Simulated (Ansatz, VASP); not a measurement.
# One calculation of Ca, two programs

Contents of INCAR:

```
PREC     = Accurate       # precision mode
ENCUT    = 520            # plane-wave cutoff, eV
EDIFF    = 1E-6           # SCF threshold, eV
ISMEAR   = 0              # smearing method
SIGMA    = 0.15           # smearing width, eV
LREAL    = False          # projectors in reciprocal space
LASPH    = True           # aspherical terms in the spheres
NELM     = 60             # most SCF steps
ALGO     = Fast           # electronic algorithm
ISIF     = 2              # what is computed and relaxed
LWAVE    = False          # write WAVECAR
LCHARG   = True           # write CHGCAR
GGA      = PE             # functional
LELF     = True           # ELF
LVHAR    = True         
NBANDS   = 11             # bands
```

Contents of KPOINTS:

```
regular mesh
0
Gamma
  16 16 16
```

The input POSCAR:

```
Ca
1.0
   -2.2052049036      2.2052049036      2.1961148100
    2.2052049036     -2.2052049036      2.1961148100
    2.2052049036      2.2052049036     -2.1961148100
Ca
1
Direct
    0.5000000000      0.5000000000      0.0000000000
```

Input for Ansatz:

```yaml
crystal:
  lattice:
    - [-2.2052049036, 2.2052049036, 2.19611481]
    - [2.2052049036, -2.2052049036, 2.19611481]
    - [2.2052049036, 2.2052049036, -2.19611481]
  atoms:
    - { symbol: Ca, position: [0.5, 0.5, 0.0] }
basis:
  ecutwfc: 420
kpoints:
  mp_grid: { grid: [16, 16, 16] }
hamiltonian:
  xc: pbe
scf:
  occupations: { method: gaussian, width: 0.15 }
output:
  forces: true
  stress: true
  eigenvalues: true
```

This isn't the form of Ca at room conditions, which is fcc.

Alike in both runs: task single point; functional PBE; k mesh 16 × 16 × 16; occupations gaussian, width 0.15 eV; no spin polarisation.

```csv
,VASP,Ansatz
version,VASP 6.6.1,Ansatz 0.2.0
potentials or method,"VASP PAW PBE potentials, release 64 (Ca_sv)","scalar-relativistic, plane waves, PAW"
plane-wave cutoff (eV),520,420
valence electrons in the cell,10,10
```

```tsv
	VASP	Ansatz	Ansatz less VASP
gap on the k mesh at the Fermi level (eV)	none	none	-
pressure (GPa)	-0.2	-0.2	0.00
```

A gap of «none» marks a metal or a gap that the smearing closes.
